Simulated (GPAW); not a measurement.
CdSe:

```xyz
2
Lattice="0.0000 3.0703 3.0703 3.0703 0.0000 3.0703 3.0703 3.0703 0.0000" Properties=species:S:1:pos:R:3 pbc="T T T"
Cd    0.0000    0.0000    0.0000
Se    4.6054    4.6054    4.6054
```

Measurements of this composition are mostly on another form, of space group No. 186.

Base run:

```yaml
Program: GPAW 26.7.0
Functional: PW91
Potentials_or_basis: PAW data sets generated in the run's folder for this functional
Cutoff: 600 eV
Basis: pw
k_mesh: 6 × 6 × 6
Occupations: fermi-dirac, width 0.05 eV
Spin: spin-orbit coupling, no magnetisation
```

Its results: band gap on the k mesh 0.37 eV, direct.

Question: The run is repeated on the same cell with these changes: functional from PW91 to C09-vdW; potentials or basis from PAW data sets generated in the run's folder for this functional to GPAW PAW data sets (gpaw-data 1.2.1). What comes out?

Answer: Band gap on the k mesh 0.31 eV, direct.

Caveats: spin-orbit coupling was added after a scalar SCF, so levels and gaps hold it while energy, forces, pressure and moments don't; this program's spin-orbit splittings come out too wide for heavy elements.

Not every run made on this cell is shown here.
